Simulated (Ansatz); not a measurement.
The system is AlFe.

```
Fe Al
1.0
     2.91000    0.00000    0.00000
     0.00000    2.91000    0.00000
     0.00000    0.00000    2.91000
Fe Al
1 1
Cartesian
  1.4550 1.4550 1.4550
  0.0000 0.0000 0.0000
```

Base run:

```yaml
Program: Ansatz 0.2.0
Functional: revPBE
Potentials_or_basis: Ansatz PAW
Cutoff: "420 eV (not typed: the program's choice for these potentials)"
k_mesh: 9 × 9 × 9
Occupations: fermi-dirac, width 0.05 eV
Spin: collinear spin, ferromagnetic start
Starting_moments: "[3.0, 0.0] μB"
```

Its results: band gap on the k mesh none (metal or under the smearing width); pressure -3.3 GPa; net moment 0.67 μB per cell; site moments Fe +0.72; Al -0.03 μB.

The run is repeated on the same cell with these changes: functional from revPBE to BLYP. What comes out?

Band gap on the k mesh none (metal or under the smearing width); pressure -1.9 GPa; net moment 0.60 μB per cell; site moments Fe +0.64; Al -0.03 μB.

Caveats: the PAW data sets come from PBE, with cores solved anew for the run's functional, which leaves a small shift of forces and pressure.
